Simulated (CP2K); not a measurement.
Input of a CP2K 2026.2 run:

pb_scf.inp

```
&GLOBAL
  PROJECT pb_scf
  RUN_TYPE ENERGY_FORCE
  PRINT_LEVEL LOW
&END GLOBAL
&FORCE_EVAL
  METHOD QS
  STRESS_TENSOR ANALYTICAL
  &DFT
    BASIS_SET_FILE_NAME BASIS_MOLOPT
    POTENTIAL_FILE_NAME GTH_POTENTIALS
    &MGRID
      CUTOFF 450
      REL_CUTOFF 60
      NGRIDS 4
    &END MGRID
    &QS
      METHOD GPW
      EPS_DEFAULT 1.0E-10
    &END QS
    &KPOINTS
      SCHEME MONKHORST-PACK 9 9 5
      GAMMA_CENTERED T
      SYMMETRY T
      SYMMETRY_BACKEND SPGLIB
    &END KPOINTS
    &SCF
      SCF_GUESS ATOMIC
      EPS_SCF 1.0E-6
      MAX_SCF 100
      ADDED_MOS 10
      CHOLESKY OFF
      EPS_EIGVAL 1.0E-7
      &DIAGONALIZATION ON
        ALGORITHM STANDARD
      &END DIAGONALIZATION
      &MIXING ON
        METHOD BROYDEN_MIXING
        ALPHA 0.4
        BETA 1.5
        NBUFFER 8
      &END MIXING
      &SMEAR ON
        METHOD FERMI_DIRAC
        ELECTRONIC_TEMPERATURE [K] 580.226
      &END SMEAR
    &END SCF
    &XC
      &XC_FUNCTIONAL PBE
      &END XC_FUNCTIONAL
    &END XC
    &PRINT
      &KPOINTS ON
      &END KPOINTS
      &MULLIKEN ON
      &END MULLIKEN
      &MO ON
        ENERGIES T
        OCCUPATION_NUMBERS T
        &EACH
          QS_SCF 0
        &END EACH
        ADD_LAST NUMERIC
      &END MO
    &END PRINT
  &END DFT
  &SUBSYS
    &CELL
      ABC 3.4800000000 3.4800000000 5.5900000000
      ALPHA_BETA_GAMMA 90.0000000000 90.0000000000 119.9999999998
      PERIODIC XYZ
    &END CELL
    &COORD
      Pb  1.7400000002 1.0045894683 4.1925000000
      Pb  -0.0000000002 2.0091789369 1.3975000000
    &END COORD
    &KIND Pb
      BASIS_SET DZVP-MOLOPT-SR-GTH-q4
      POTENTIAL GTH-BLYP-q4
    &END KIND
    &PRINT
      &ATOMIC_COORDINATES ON
      &END ATOMIC_COORDINATES
      &CELL ON
      &END CELL
    &END PRINT
  &END SUBSYS
  &PRINT
    &FORCES ON
    &END FORCES
    &STRESS_TENSOR ON
    &END STRESS_TENSOR
  &END PRINT
&END FORCE_EVAL
```

Potentials or basis: GTH_POTENTIALS Pb GTH-BLYP-q4; DZVP-MOLOPT-SR-GTH basis.

Launch:

```bash
$ OMP_NUM_THREADS=1 cp2k.psmp -i pb_scf.inp -o pb_scf.out
```

What does it give for the band gap on the k mesh?

None (metal or under the smearing width).

Predict the pressure.

2.4 GPa.

Stress tensor (GPa, compression positive):
```
1.05 0.00 0.00
0.00 1.05 0.00
0.00 0.00 5.23
```

Caveat: the potentials were made for another functional, which shifts forces and pressure; the basis of atomic orbitals isn't converged, which shifts pressures, moduli and gaps. Spin-orbit coupling is left out, which matters for the levels of Pb.
